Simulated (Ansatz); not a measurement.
**Ti under changes of volume**

One of the cells (16.731 Å³/atom); the others are scaled copies at fixed shape and fractional positions:

```
Ti
1.0
     0.00000    2.03000    2.03000
     2.03000    0.00000    2.03000
     2.03000    2.03000    0.00000
Ti
1
Direct
  0.00000 0.00000 0.00000
```

This isn't the form of Ti at room conditions, which is hcp.

| Item | Value |
| --- | --- |
| Program | Ansatz 0.2.0 |
| Functional | BLYP |
| Dispersion | D3(BJ)-ATM |
| Potentials or basis | SPMS NC |
| Cutoff | 707 eV (not typed: the program's choice for these potentials) |
| k mesh | 11 × 11 × 11 |
| Occupations | gaussian, width 0.025 eV |
| Spin | no spin polarisation |

| volume (Å³/atom) | energy over the lowest point (meV/atom) | pressure (GPa) |
| --- | --- | --- |
| 15.727 | 0.00 | -0.2 |
| 16.062 | 3.23 | -2.8 |
| 16.396 | ? | ? |
| 16.731 | 24.34 | -7.2 |
| 17.065 | 41.39 | -9.1 |
| 17.400 | 62.31 | -10.9 |
| 17.735 | 86.64 | -12.4 |

Task: What does the run at 16.396 Å³/atom give?

Result: Energy over the lowest point 11.47 meV/atom; pressure -5.1 GPa.

Worked out: A Birch-Murnaghan fit of order 3 (a polynomial in V^(-2/3)) to the other rows has its minimum at 15.70 Å³/atom, just outside them, with B0 = V·E''(V) = 126 GPa and B' = 3.5. It gives 11.47 meV/atom at 16.396 Å³/atom, against the run's 11.47, and -dE/dV = -5.1 GPa, against -5.1.

Energies are extrapolated to zero smearing.

Caveats: the potentials were made for another functional, which shifts forces and pressure; pairwise dispersion overbinds metals, which lowers pressure and volume.
